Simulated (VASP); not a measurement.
# Sb (P6_3/mmc) in VASP: notebook

The runs below take Sb through single point, relaxation of cell and atoms, with PBE+D3(BJ).

All numbers are computed with VASP 6.6.1; they aren't measurements. Logs are shortened: lines on timing, memory, paths and dates and some standing lists are left out, and cuts for length are marked.

**1. The crystal as given**

Symmetry: P6_3/mmc, No. 194, hexagonal system. Conventional cell: a = 3.315 Å, b = 3.315 Å, c = 5.491 Å, α = 90.00°, β = 90.00°, γ = 120.00°. Around Sb (site symmetry -6m2) lie 12 Sb at 3.31 to 3.35 Å.

This isn't the form of Sb at room conditions, which is rhombohedral.

**2. Single point, PBE+D3(BJ)**

The input, INCAR:

```
SYSTEM = Sb
ALGO = Normal
EDIFF = 1E-6
ENCUT = 520
GGA = PE
ISIF = 2
ISMEAR = 0
IVDW = 12
LASPH = .TRUE.
LCHARG = .FALSE.
LREAL = .FALSE.
LWAVE = .FALSE.
NBANDS = 12
NELM = 100
PREC = Accurate
SIGMA = 0.1
```

The input, KPOINTS:

```
k-points
0
G
  15 15 8
  0 0 0
```

The input, POSCAR:

```
Sb
1.0
    3.3148874053      0.0000000000      0.0000000000
   -1.6574437027      2.8707767037      0.0000000000
    0.0000000000      0.0000000000      5.4911325160
Sb
2
Direct
    0.3333333333      0.6666666667      0.2500000000
    0.6666666667      0.3333333333      0.7500000000
```

Potentials or basis: VASP PAW PBE potentials, release 64 (Sb).

Started as:

```console
cat potpaw_PBE.64/Sb/POTCAR > POTCAR
mpirun -np 1 vasp_std > vasp.out
```

OUTCAR:

```text
SYSTEM = Sb
   EDIFF = 1E-6
   ENCUT = 520
   GGA = PE
   ISIF = 2
   ISMEAR = 0
   IVDW = 12
   LASPH = .TRUE.
   LREAL = .FALSE.
   NELM = 100
   PREC = Accurate
 IVDW          = 12

 ion  position               nearest neighbor table
   1  0.333  0.667  0.250-   2 3.35   2 3.35   2 3.35   2 3.35   2 3.35   2 3.35
   2  0.667  0.333  0.750-   1 3.35   1 3.35   1 3.35   1 3.35   1 3.35   1 3.35

  LATTYP: Found a hexagonal cell.
 ALAT       =     3.3148874053
 C/A-ratio  =     1.6565064947

  Lattice vectors:

 A1 = (   3.3148874053,   0.0000000000,   0.0000000000)
 A2 = (  -1.6574437027,   2.8707767037,   0.0000000000)
 A3 = (   0.0000000000,   0.0000000000,   5.4911325160)

Analysis of symmetry for initial positions (statically):
=====================================================================
 Subroutine PRICEL returns:
 Original cell was already a primitive cell.

 Routine SETGRP: Setting up the symmetry group for a
 hexagonal supercell.

 Subroutine GETGRP returns: Found 24 space group operations
 (whereof 12 operations were pure point group operations)
 out of a pool of 24 trial point group operations.

The static configuration has the point symmetry D_3d.
 The point group associated with its full space group is D_6h.

Analysis of symmetry for dynamics (positions and initial velocities):
=====================================================================
 Subroutine PRICEL returns:
 Original cell was already a primitive cell.

 Routine SETGRP: Setting up the symmetry group for a
 hexagonal supercell.

 Subroutine GETGRP returns: Found 24 space group operations
 (whereof 12 operations were pure point group operations)
 out of a pool of 24 trial point group operations.

The dynamic configuration has the point symmetry D_3d.
 The point group associated with its full space group is D_6h.

 Subroutine INISYM returns: Found 24 space group operations
 (whereof 12 operations are pure point group operations),
 and found     1 'primitive' translations

----------------------------------------------------------------------------------------

                                     Primitive cell

  volume of cell :      52.2553

  direct lattice vectors                    reciprocal lattice vectors
     3.314887405  0.000000000  0.000000000     0.301669371  0.174168893  0.000000000
    -1.657443703  2.870776704  0.000000000     0.000000000  0.348337786  0.000000000
     0.000000000  0.000000000  5.491132516     0.000000000  0.000000000  0.182111795

  length of vectors
     3.314887405  3.314887405  5.491132516     0.348337786  0.348337786  0.182111795

  position of ions in fractional coordinates (direct lattice)
     0.333333333  0.666666667  0.250000000
     0.666666667  0.333333333  0.750000000

  ion indices of the primitive-cell ions
   primitive index   ion index
                 1           1
                 2           2

----------------------------------------------------------------------------------------

 KPOINTS: k-points

Automatic generation of k-mesh.
 Grid dimensions read from file:
 generate k-points for:   15   15    8

 Generating k-lattice:

  Cartesian coordinates                     Fractional coordinates (reciprocal lattice)
     0.020111291  0.011611260  0.000000000     0.066666667 -0.000000000  0.000000000
     0.000000000  0.023222519  0.000000000     0.000000000  0.066666667  0.000000000
     0.000000000  0.000000000  0.022763974     0.000000000  0.000000000  0.125000000

  Length of vectors
     0.023222519  0.023222519  0.022763974

  Shift w.r.t. Gamma in fractional coordinates (k-lattice)
     0.000000000  0.000000000  0.000000000

 Subroutine IBZKPT returns following result:
 ===========================================

 Found    135 irreducible k-points:

 Following reciprocal coordinates:
            Coordinates               Weight
  0.000000  0.000000  0.000000      1.000000
  0.066667  0.000000  0.000000      6.000000
  0.133333  0.000000  0.000000      6.000000
  0.200000  0.000000  0.000000      6.000000
  0.266667  0.000000  0.000000      6.000000
  0.333333  0.000000  0.000000      6.000000
[... 16 lines left out ...]
  0.333333  0.200000  0.000000     12.000000
  0.400000  0.200000  0.000000      6.000000
 [... further k-points ...]
   k-points           NKPTS =    135   k-points in BZ     NKDIM =    135   number of bands    NBANDS=     12
   number of dos      NEDOS =    301   number of ions     NIONS =      2
   total plane-waves  NPLWV =  32928
   dimension x,y,z NGX =    28 NGY =   28 NGZ =   42
   dimension x,y,z NGXF=    56 NGYF=   56 NGZF=   84
   ions per type =               2
   NGX,Y,Z   is equivalent  to a cutoff of  14.04, 14.04, 12.72 a.u.
   NGXF,Y,Z  is equivalent  to a cutoff of  28.08, 28.08, 25.43 a.u.
 SYSTEM =  Sb
   PREC   = accura    normal or accurate (medium, high low for compatibility)
   ISTART =      0    job   : 0-new  1-cont  2-samecut
   ICHARG =      2    charge: 1-file 2-atom 10-const
   ISPIN  =      1    spin polarized calculation?
   LNONCOLLINEAR =      F non collinear calculations
   LSORBIT =      F    spin-orbit coupling
   LASPH  =      T    aspherical Exc in radial PAW
   ENCUT  =  520.0 eV  38.22 Ry    6.18 a.u.   6.16  6.16 10.21*2*pi/ulx,y,z
   NELM   =    100;   NELMIN=  2; NELMDL= -5     # of ELM steps
   EDIFF  = 0.1E-05   stopping-criterion for ELM
   LREAL  =      F    real-space projection
   EDIFFG = 0.1E-04   stopping-criterion for IOM
   NSW    =      0    number of steps for IOM
   IBRION =     -1    ionic relax: 0-MD 1-quasi-New 2-CG
   NFREE  =      0    steps in history (QN), initial steepest desc. (CG)
   ISIF   =      2    stress and relaxation
   ISYM   =      2    0-nonsym 1-usesym 2-fastsym
   POTIM  = 0.5000    time-step for ionic-motion
   TEBEG  =    0.0;   TEEND  =   0.0 temperature during run
   PSTRESS=    0.0 pullay stress
   NELECT =      10.0000    total number of electrons
   NUPDOWN=      -1.0000    fix difference up-down
   EMIN   =  10.00;   EMAX   =-10.00  energy-range for DOS
   EFERMI =   0.00;   METHOD = LEGACY
   ISMEAR =     0;   SIGMA  =   0.10  broadening in eV -4-tet -1-fermi 0-gaus
   EFERMI_NEDOS =   21; number of points for ismear=-14 and -15
   IALGO  =     38    algorithm
   IMIX   =      4    mixing-type and parameters
     AMIX     =   0.40;   BMIX     =  1.00
     AMIX_MAG =   1.60;   BMIX_MAG =  1.00
  volume/ion in A,a.u.               =      26.13       176.32
  Fermi-wavevector in a.u.,A,eV,Ry     =   0.943405  1.782777 12.109359  0.890013
  Thomas-Fermi vector in A             =   2.071109
   LORBIT       =      0    0 simple, 1 ext, 2 COOP (PROOUT), +10 PAW based schemes
   GGA     = PE    functional components
   LHFCALC =     F    Hartree Fock is set to
   AEXX    =    0.0000 exact exchange contribution
   IVDW    =    12    specifies the selected vdW correction
   LEPSILON=     F    determine dielectric tensor
   LRPA    =     F    only Hartree local field effects (RPA)
 non-spin polarized calculation
 Gauss-broadening in eV      SIGMA  =   0.10
  energy-cutoff  :      520.00
  volume of cell :       52.26
 maximum number of plane-waves:      1425
 NGX is ok and might be reduce to    28
   NGX = 13   NGY = 13   NGZ = 21

 number of electron      10.0000000 magnetization

 Free energy of the ion-electron system (eV)
  ---------------------------------------------------
  ext. energy  EPLUGINS =         0.00000000
  ---------------------------------------------------
  free energy    TOTEN  =        -7.71201086 eV

  energy without entropy =       -7.70430921  energy(sigma->0) =       -7.70816003

 E-fermi :   8.9749     XC(G=0): -10.3633

 val. band max:        8.9727775663   @ k =   0.4000   0.1333   0.0000
 cond. band min:       8.9870485079   @ k =   0.4000   0.0667   0.3750
 fundamental gap:      0.0142709416
 Fermi energy:         8.9748640167

 k-point     1 :       0.0000    0.0000    0.0000
  band No.  band energies     occupation
      1      -4.2408      2.00000
      2      -0.4540      2.00000
      3       2.8903      2.00000
      4      12.8099      0.00000
      5      12.8099      0.00000
      6      14.3321      0.00000
      7      14.4368      0.00000
      8      14.4368      0.00000
      9      16.9501      0.00000
     10      17.9304      0.00000
     11      19.0469      0.00000
     12      19.0469      0.00000

 k-point     2 :       0.0667    0.0000    0.0000
  band No.  band energies     occupation
      1      -4.1594      2.00000
      2      -0.3809      2.00000
      3       2.9751      2.00000
      4      11.9277      0.00000
      5      12.4723      0.00000
      6      13.9846      0.00000
      7      14.2738      0.00000
      8      14.5219      0.00000
      9      17.2687      0.00000
     10      17.7978      0.00000
     11      18.9769      0.00000
     12      19.0590      0.00000

 k-point     3 :       0.1333    0.0000    0.0000
  band No.  band energies     occupation
      1      -3.9155      2.00000
      2      -0.1640      2.00000
      3       3.2282      2.00000
      4      10.2234      0.00000
      5      11.7945      0.00000
      6      12.8517      0.00000
      7      14.0196      0.00000
      8      14.4460      0.00000
      9      16.2916      0.00000
     10      18.3941      0.00000
     11      18.6176      0.00000
     12      19.2078      0.00000
[... 286 lines left out ...]
 k-point    23 :       0.3333    0.2000    0.0000
  band No.  band energies     occupation
      1      -0.5203      2.00000
      2       1.4068      2.00000
      3       4.7264      2.00000
      4       6.0363      2.00000
      5       6.6667      2.00000
      6       7.4248      2.00000
      7       9.3655      0.00000
      8       9.6960      0.00000
      9      13.5237      0.00000
     10      17.6431      0.00000
     11      20.2701      0.00000
     12      21.0766      0.00000

 k-point    24 :       0.4000    0.2000    0.0000
  band No.  band energies     occupation
      1       0.0126      2.00000
      2       1.0614      2.00000
      3       4.6533      2.00000
      4       6.2066      2.00000
      5       6.7541      2.00000
      6       7.1667      2.00000
      7       8.7995      1.98687
      8       9.5943      0.00000
      9      13.3859      0.00000
     10      17.5810      0.00000
     11      20.6835      0.00000
     12      21.2884      0.00000

 [... further k-points ...]

------------------------ aborting loop because EDIFF is reached ----------------------------------------

 Edisp (eV)   -1.08109

 E8    (eV) :    -0.4988

  FORCE on cell =-STRESS in cart. coord.  units (eV):
  Direction    XX          YY          ZZ          XY          YZ          ZX
  --------------------------------------------------------------------------------------
  -------------------------------------------------------------------------------------
  Total      -0.05673    -0.05673    -0.06373     0.00000    -0.00000     0.00000
  in kB      -1.73933    -1.73933    -1.95390     0.00000    -0.00000     0.00000
  external pressure =       -1.81 kB  Pullay stress =        0.00 kB

 VOLUME and BASIS-vectors are now :
 -----------------------------------------------------------------------------
  energy-cutoff  :      520.00
  volume of cell :       52.26
      direct lattice vectors                 reciprocal lattice vectors
     3.314887405  0.000000000  0.000000000     0.301669371  0.174168893  0.000000000
    -1.657443703  2.870776704  0.000000000     0.000000000  0.348337786  0.000000000
     0.000000000  0.000000000  5.491132516     0.000000000  0.000000000  0.182111795

 POSITION                                       TOTAL-FORCE (eV/Angst)
 -----------------------------------------------------------------------------------
     -0.00000      1.91385      1.37278         0.000000     -0.000000      0.000000
      1.65744      0.95693      4.11835        -0.000000      0.000000      0.000000
 -----------------------------------------------------------------------------------
    total drift:                               -0.000000      0.000000      0.000000

  FREE ENERGIE OF THE ION-ELECTRON SYSTEM (eV)
  ---------------------------------------------------
  free  energy   TOTEN  =        -8.7931003880 eV

  energy  without entropy=       -8.7853987386  energy(sigma->0) =       -8.78924956
```

Wall time 22 s (1 thread of Intel Xeon 6975P-C (Granite Rapids), shared host); peak memory 0.22 GiB.

Results:

```
Free energy                : -8.7931 eV
Pressure                   : -0.2 GPa
Band gap on the k mesh     : none (metal or under the smearing width)
Dispersion energy per atom : -0.541 eV
```

Caveat: pairwise dispersion overbinds metals, which lowers pressure and volume. The run has no spin-orbit coupling, so splittings on Sb are missing.

**3. Relaxation of cell and atoms, PBE+D3(BJ)**

This run uses another cell than the first one, of 26.20 Å³/atom, 1.003 times its volume.

The input, INCAR:

```
SYSTEM = Sb
PREC = Accurate ; ENCUT = 600
EDIFF = 1E-7 ; ISMEAR = 0
SIGMA = 0.1 ; LREAL = .FALSE.
LASPH = .TRUE. ; NELM = 100
ALGO = Normal ; ISIF = 3
LWAVE = .FALSE. ; LCHARG = .FALSE.
GGA = PE ; IVDW = 12
IBRION = 2 ; NSW = 100
EDIFFG = -0.005
```

The input, KPOINTS:

```
Automatic mesh
0
G
  15 15 8
  0 0 0
```

The input, POSCAR:

```
Sb
1.0
    3.3690001795      0.0000000000      0.0000000000
   -1.6845000898      2.9176397408      0.0000000000
    0.0000000000      0.0000000000      5.3300000000
Sb
2
Direct
    0.3333333333      0.6666666667      0.2500000000
    0.6666666667      0.3333333333      0.7500000000
```

Potentials or basis: VASP PAW PBE potentials, release 64 (Sb).

Started as:

```console
cat potpaw_PBE.64/Sb/POTCAR > POTCAR
mpirun -np 1 vasp_std > vasp.out
```

Wall time 95 s (1 thread of Intel Xeon 6975P-C (Granite Rapids), shared host); peak memory 0.26 GiB.

It converged, with:

```
Free energy                            : -8.7933 eV
Relaxed volume                         : 26.06 Å³/atom
Relaxed cell                           : a = 3.313 Å, b = 3.313 Å, c = 5.482 Å, α = 90.00°, β = 90.00°, γ = 120.00°
Space group after relaxing (to 0.05 Å) : P6_3/mmc (No. 194)
Energy gained by relaxing              : 6.9 meV/atom
Ionic steps                            : 7
Pressure after relaxing                : 0.0 GPa
Band gap on the k mesh                 : none (metal or under the smearing width)
Dispersion energy per atom             : -0.542 eV
```

The path:
```tsv
step	energy change (eV)	largest force (eV/Å)	pressure (GPa)	volume (Å³)
1	0.0000	0.0000	-0.29	52.39
2	-0.0096	0.0000	0.08	52.03
3	-0.0128	0.0000	0.55	51.69
4	-0.0134	0.0000	-0.36	52.39
5	-0.0137	0.0000	-0.03	52.13
6	-0.0137	0.0000	-0.04	52.14
7	-0.0138	0.0000	-0.02	52.12
```

Final structure:
```
Sb
1.0
     3.31341    0.00000    0.00000
    -1.65671    2.86950    0.00000
     0.00000    0.00000    5.48207
Sb
2
Direct
  0.33333 0.66667 0.25000
  0.66667 0.33333 0.75000
```

Levels at points of the mesh, in eV from the Fermi level:
```
           k point  band 2  band 3  band 4  band 5  band 6  band 7  band 8  band 9
(0.00, 0.00, 0.00)   -9.42   -6.10    3.83    3.83    5.40    5.47    5.47    7.97
(0.00, 0.00, 0.50)  -12.00   -1.01   -1.01    4.65    4.65    4.65    4.65    8.86
```

Caveat: pairwise dispersion overbinds metals, which lowers pressure and volume. The run has no spin-orbit coupling, so splittings on Sb are missing.
